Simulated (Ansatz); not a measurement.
# Se: the cost of one run

Computed with Ansatz 0.2.0 (DFT PBE, scalar-relativistic, plane waves, PAW, unless a step's input says otherwise).

1 further run of the same task is left out (it didn't finish).

## Step 1: Starting point

Symmetry: Pm-3m, No. 221, cubic system. The conventional cell has a = 2.811 Å, b = 2.811 Å, c = 2.811 Å, α = 90.00°, β = 90.00°, γ = 90.00°. Se (site symmetry m-3m) has 6 Se at 2.81 Å as nearest neighbours.

Structure file:

```
Se
1.0
     2.81056    0.00000    0.00000
     0.00000    2.81056    0.00000
     0.00000    0.00000    2.81056
Se
1
Direct
  0.00000 0.00000 0.00000
```

The structure comes from the Materials Project (structure only).

## Step 2: A change within the space group

What differs from the listed cell: strain xx, yy, zz, yz, xz, xy = +0.1, +0.1, +0.1, +0.0, +0.0, +0.0 %.

input.yaml reads:

```yaml
crystal:
  lattice:
    - [2.814132435, 0.0, 0.0]
    - [0.0, 2.814132435, 0.0]
    - [0.0, 0.0, 2.814132435]
  atoms:
    - { symbol: Se, position: [0.0, 0.0, 0.0] }
basis:
  ecutwfc: 420
kpoints:
  mp_grid: { grid: [14, 14, 14] }
hamiltonian:
  xc: pbe
scf:
  occupations: { method: gaussian, width: 0.1 }
output:
  forces: true
  stress: true
  eigenvalues: true
```

Started as:

```bash
$ ansatz run input.yaml --threads 1 --pin off --max-ram 1331MiB --backend cpu --events-out ev --progress --plain --runs-dir out
```

What time and memory should one allow on 1 thread of an x86-64 CPU, shared host?

About 4.3 s, with a peak of 0.32 GiB.
